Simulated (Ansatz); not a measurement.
FeGe:

```xyz
6
Lattice="4.9976 0.0000 0.0000 -2.4988 4.3281 0.0000 0.0000 0.0000 4.1158" Properties=species:S:1:pos:R:3 pbc="T T T"
Ge    2.4988    1.4427    2.0579
Ge    0.0000    2.8854    2.0579
Ge    0.0000    0.0000    0.0000
Fe   -1.2494    2.1640    0.0000
Fe    1.2494    2.1640    0.0000
Fe    2.4988    0.0000    0.0000
```

The cell is a database's computed one.

Base run:

- Program: Ansatz 0.2.0
- Functional: LDA
- Potentials or basis: Ansatz PAW
- Cutoff: 420 eV
- Density cutoff: 1680 eV
- k mesh: 6 × 6 × 7
- Occupations: fermi-dirac, width 0.05 eV
- Spin: collinear spin, ferromagnetic start
- Starting moments: [0.0, 0.0, 0.0, 3.0, 3.0, 3.0] μB

Its results: band gap on the k mesh none (metal or under the smearing width); pressure -14.7 GPa; net moment 4.06 μB per cell; site moments Ge -0.04, -0.06; Fe +1.42 μB.

**Question.** The run is repeated on the same cell with these changes: functional from LDA to r2SCAN; cutoff from 420 eV to 500 eV; density cutoff from 1680 eV to 2000 eV. What comes out?

**Answer.** Band gap on the k mesh none (metal or under the smearing width); pressure -0.8 GPa; net moment 6.61 μB per cell; site moments Ge -0.06, -0.10; Fe +2.37 μB.

Caveats: the PAW data sets come from PBE, with cores solved anew for the run's functional, which leaves a small shift of forces and pressure; the magnetic or orbital state may not be the lowest (some runs).

Not every run made on this cell is shown here.
